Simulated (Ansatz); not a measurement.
The system is TaN.

```xyz
2
Lattice="0.0000 2.1790 2.1790 2.1790 0.0000 2.1790 2.1790 2.1790 0.0000" Properties=species:S:1:pos:R:3 pbc="T T T"
Ta    2.1790    2.1790    2.1790
N     0.0000    0.0000    0.0000
```

Base run:

| Property | Result |
| --- | --- |
| Program | Ansatz 0.2.0 |
| Functional | PBE |
| Potentials or basis | Ansatz PAW |
| Cutoff | 420 eV |
| Density cutoff | 1680 eV |
| k mesh | 10 × 10 × 10 |
| Occupations | fermi-dirac, width 0.05 eV |
| Spin | no spin polarisation |

Its results: band gap on the k mesh none (metal or under the smearing width); pressure 14.5 GPa.

The run is repeated on the same cell with these changes: functional from PBE to r2SCAN; cutoff from 420 eV to 500 eV; density cutoff from 1680 eV to 2000 eV. What comes out?

Band gap on the k mesh none (metal or under the smearing width); pressure 9.7 GPa.

Caveats: the PAW data sets come from PBE, with cores solved anew for the run's functional, which leaves a small shift of forces and pressure (some runs).

Not every run made on this cell is shown here.
